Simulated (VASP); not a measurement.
## VASP 6.6.1, GW calculation on PBE orbitals, LiF

INCAR, step 1 (ground state)

```
PREC = Accurate
ENCUT = 500
LASPH = .TRUE.
GGA = PE
LWAVE = .TRUE.
ISMEAR = 0
EDIFF = 1E-7
NELM = 120
LREAL = .FALSE.
SIGMA = 0.01
LCHARG = .FALSE.
```

INCAR, step 2 (empty bands)

```
LWAVE = .TRUE.
ISMEAR = 0
ENCUT = 500
LREAL = .FALSE.
NBANDS = 53
ISTART = 1
EDIFF = 1E-7
NELM = 1
SIGMA = 0.01
LCHARG = .FALSE.
LASPH = .TRUE.
GGA = PE
LOPTICS = .TRUE.
ALGO = Exact
PREC = Accurate
```

INCAR, step 3 (GW)

```
ALGO = EVGW0
EDIFF = 1E-7
ISTART = 1
ISMEAR = 0
SIGMA = 0.01
PRECFOCK = Fast
LASPH = .TRUE.
PREC = Accurate
ENCUTGWSOFT = 120
NBANDSGW = 13
LCHARG = .FALSE.
NOMEGA = 64
NELMGW = 1
NELM = 120
ENCUT = 500
ENCUTGW = 120
LWAVE = .FALSE.
GGA = PE
LREAL = .FALSE.
NBANDS = 53
```

KPOINTS

```
KPOINTS created by Atomic Simulation Environment
0
Gamma
6 6 6
0 0 0
```

POSCAR

```
Li F
 1.0000000000000000
     0.0000000000000000    2.0150000000000001    2.0150000000000001
     2.0150000000000001    0.0000000000000000    2.0150000000000001
     2.0150000000000001    2.0150000000000001    0.0000000000000000
 Li  F
   1   1
Cartesian
  0.0000000000000000  0.0000000000000000  0.0000000000000000
  2.0150000000000001  2.0150000000000001  2.0150000000000001
```

VASP ran with the GW set of PAW datasets (10 valence electrons in the cell).

From OUTCAR

```
k-points           NKPTS =     16   k-points in BZ     NKDIM =    216   number of bands    NBANDS=     53

   NELECT =      10.0000    total number of electrons

   dimension x,y,z NGX =    24 NGY =   24 NGZ =   24
   dimension x,y,z NGXF=    48 NGYF=   48 NGZF=   48

  energy-cutoff  :      500.00
  volume of cell :       16.36
      direct lattice vectors                 reciprocal lattice vectors
     0.000000000  2.015000000  2.015000000    -0.248138958  0.248138958  0.248138958
     2.015000000  0.000000000  2.015000000     0.248138958 -0.248138958  0.248138958
     2.015000000  2.015000000  0.000000000     0.248138958  0.248138958 -0.248138958

 k-points in reciprocal lattice and weights: KPOINTS created by Atomic Simulation Env
   0.00000000  0.00000000  0.00000000       0.005
   0.16666667  0.00000000  0.00000000       0.037
   0.33333333  0.00000000  0.00000000       0.037
   0.50000000  0.00000000  0.00000000       0.019
   0.16666667  0.16666667  0.00000000       0.028
   0.33333333  0.16666667  0.00000000       0.111
   0.50000000  0.16666667  0.00000000       0.111
  -0.33333333  0.16666667  0.00000000       0.111
   ...

 QP shifts <psi_nk| G(iteration)W_0 |psi_nk>: iteration 1
 for sc-GW calculations column KS-energies equals QP-energies in previous step
 and V_xc(KS)=  KS-energies - (<T + V_ion + V_H > + <T+V_H+V_ion>^1  + <V_x>^1)

 k-point   1 :       0.0000    0.0000    0.0000
  band No.  KS-energies  QP-energies   sigma(KS)   V_xc(KS)     V^pw_x(r,r')   Z            occupation Imag(sigma)

      1     -41.9568     -52.0154     -39.2067     -27.4916     -43.2477       0.8586       2.0000       0.1520
      2     -21.0275     -25.3895     -28.0680     -22.5392     -36.7306       0.7889       2.0000       1.1260
      3      -1.0687      -3.6200     -26.0062     -22.8747     -30.6774       0.8147       2.0000       0.1158
      4      -1.0687      -3.6200     -26.0062     -22.8747     -30.6774       0.8147       2.0000       0.1158
      5      -1.0687      -3.6200     -26.0062     -22.8747     -30.6774       0.8147       2.0000       0.1158
      6       7.9857       9.5874      -9.7045     -11.5160      -6.5902       0.8842       0.0000      -0.0740
      7      22.8648      25.1804      -7.0911      -9.7912      -2.9376       0.8576       0.0000      -0.1823
      8      22.8648      25.1804      -7.0911      -9.7912      -2.9376       0.8576       0.0000      -0.1823
      9      22.8648      25.1804      -7.0911      -9.7912      -2.9376       0.8576       0.0000      -0.1823
     10      23.2544      24.9547      -6.4677      -8.4246      -2.6443       0.8689       0.0000      -0.1871
     11      23.2544      24.9547      -6.4677      -8.4246      -2.6443       0.8689       0.0000      -0.1871
     12      23.2544      24.9547      -6.4677      -8.4246      -2.6443       0.8689       0.0000      -0.1871
     13      26.2371      27.2145      -5.4595      -6.5927      -1.0675       0.8626       0.0000      -0.5684

 k-point   2 :       0.1667    0.0000    0.0000
  band No.  KS-energies  QP-energies   sigma(KS)   V_xc(KS)     V^pw_x(r,r')   Z            occupation Imag(sigma)

      1     -41.9416     -52.0160     -39.2390     -27.5166     -43.2715       0.8594       2.0000       0.1431
      2     -20.9240     -25.2119     -28.1370     -22.6289     -36.8044       0.7785       2.0000       1.1059
      3      -1.7908      -4.5000     -25.0305     -21.6943     -29.5947       0.8121       2.0000       0.1201
      4      -1.1273      -3.6916     -25.9506     -22.8004     -30.6218       0.8140       2.0000       0.1162
      5      -1.1273      -3.6916     -25.9506     -22.8004     -30.6218       0.8140       2.0000       0.1162
      6       8.7055      10.4255      -9.9687     -11.9234      -6.8947       0.8799       0.0000      -0.0744
      7      18.4642      20.3436      -7.3446      -9.5215      -3.6370       0.8633       0.0000      -0.1231
      8      20.6144      22.7335      -6.8663      -9.3150      -2.9985       0.8654       0.0000      -0.1316
      9      20.6144      22.7335      -6.8663      -9.3150      -2.9985       0.8654       0.0000      -0.1316
     10      24.9351      26.7107      -6.5329      -8.6235      -2.2717       0.8493       0.0000      -0.2919
     11      25.1541      26.9559      -6.5442      -8.6340      -2.5507       0.8622       0.0000      -0.2362
     12      25.1541      26.9559      -6.5442      -8.6340      -2.5507       0.8622       0.0000      -0.2362
     13      32.0539      33.7048      -5.8699      -7.6868      -1.5776       0.9086       0.0000      -0.7822

 k-point   3 :       0.3333    0.0000    0.0000
  band No.  KS-energies  QP-energies   sigma(KS)   V_xc(KS)     V^pw_x(r,r')   Z            occupation Imag(sigma)

      1     -41.9149     -52.0142     -39.3093     -27.5731     -43.3250       0.8605       2.0000       0.1250
      2     -20.7126     -24.9272     -28.3025     -22.8347     -36.9777       0.7708       2.0000       1.0684
      3      -3.0307      -5.9979     -23.7509     -20.0846     -28.2622       0.8093       2.0000       0.1342
      4      -1.2428      -3.8314     -25.8558     -22.6727     -30.5304       0.8132       2.0000       0.1169
      5      -1.2428      -3.8314     -25.8558     -22.6727     -30.5304       0.8132       2.0000       0.1169
      6       9.5995      11.3486      -8.8021     -10.7816      -5.6252       0.8835       0.0000      -0.0763
      7      15.9901      18.1771      -9.8221     -12.3698      -6.3252       0.8584       0.0000      -0.1156
      8      18.5656      20.6351      -6.6565      -9.0239      -2.9650       0.8741       0.0000      -0.0999
      9      18.5656      20.6351      -6.6565      -9.0239      -2.9650       0.8741       0.0000      -0.0999
     10      27.2113      28.8785      -6.8361      -8.8001      -2.4153       0.8488       0.0000      -0.4237
     11      27.9395      29.7957      -7.1745      -9.3298      -2.8614       0.8612       0.0000      -0.4509
     12      27.9395      29.7957      -7.1745      -9.3298      -2.8614       0.8612       0.0000      -0.4509
     13      35.4094      38.2499      -8.3366     -11.5263      -3.7714       0.8905       0.0000      -0.9032

 k-point   4 :       0.5000    0.0000    0.0000
  band No.  KS-energies  QP-energies   sigma(KS)   V_xc(KS)     V^pw_x(r,r')   Z            occupation Imag(sigma)

      1     -41.8992     -52.0084     -39.3408     -27.5974     -43.3478       0.8608       2.0000       0.1160
      2     -20.5984     -24.7736     -28.4001     -22.9514     -37.0782       0.7663       2.0000       1.0494
      3      -3.5818      -6.6574     -23.2532     -19.4432     -27.7661       0.8073       2.0000       0.1421
      4      -1.2960      -3.8960     -25.8129     -22.6137     -30.4893       0.8127       2.0000       0.1173
      5      -1.2960      -3.8960     -25.8129     -22.6137     -30.4893       0.8127       2.0000       0.1173
      6       9.7012      11.3502      -7.6187      -9.4747      -4.3687       0.8885       0.0000      -0.0752
      7      15.6527      18.1007     -11.6191     -14.5034      -8.1707       0.8487       0.0000      -0.1223
      8      17.8110      19.8576      -6.5687      -8.8976      -2.9370       0.8789       0.0000      -0.0917
      9      17.8110      19.8576      -6.5687      -8.8976      -2.9370       0.8789       0.0000      -0.0917
     10      29.4196      30.9556      -6.9783      -8.7223      -2.4054       0.8808       0.0000      -0.6507
     11      29.9683      32.0050      -8.1145     -10.4377      -3.3749       0.8766       0.0000      -0.8012
     12      29.9683      32.0050      -8.1145     -10.4377      -3.3749       0.8766       0.0000      -0.8012
     13      32.3976      34.7724      -7.0511      -9.6514      -2.8592       0.9133       0.0000      -0.6743

 ...
```

* PBE gap on the mesh: 9.05 eV
* G₀W₀ gap on the mesh: 13.21 eV

These GW values are short of the basis and mesh limit.
